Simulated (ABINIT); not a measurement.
PbS, 2 atoms in the cell. Symmetry: P-6m2, No. 187, hexagonal system. Conventional cell: a = 4.090 Å, b = 4.090 Å, c = 3.788 Å, α = 90.00°, β = 90.00°, γ = 120.00°. Around Pb (site symmetry -6m2) lie 6 S at 3.03 Å. S (site symmetry -6m2) is surrounded by 6 Pb at 3.03 Å. Measurements of this composition are mostly on another form, of space group No. 225.

- Program: ABINIT 10.8.3 (patched build)
- Task: single point
- Functional: PBE
- Potentials or basis: JTH PAW PBE v2.0
- Cutoff: 599 eV
- k mesh: 8 × 8 × 7
- Occupations: fermi-dirac, width 0.05 eV
- Spin: no spin polarisation
- Fine-grid cutoff: 1197.3 eV
- Exchange and correlation inside the PAW spheres: full angular mesh (pawxcdev 0, this build's default; the released program takes 1)

Potentials or basis: JTH PAW PBE v2.0.

Command:

```bash
$ python run.py
```

Hardware: 1 thread of Arm Neoverse V1, on a shared host.

Q: Estimate the wall time of this run.

A: Wall time 46 s on 1 thread of Arm Neoverse V1 (shared host), peak memory 0.13 GiB. Counts: scf iterations 15, mpi ranks 1, k points 40, bands 14, plane waves 1844.
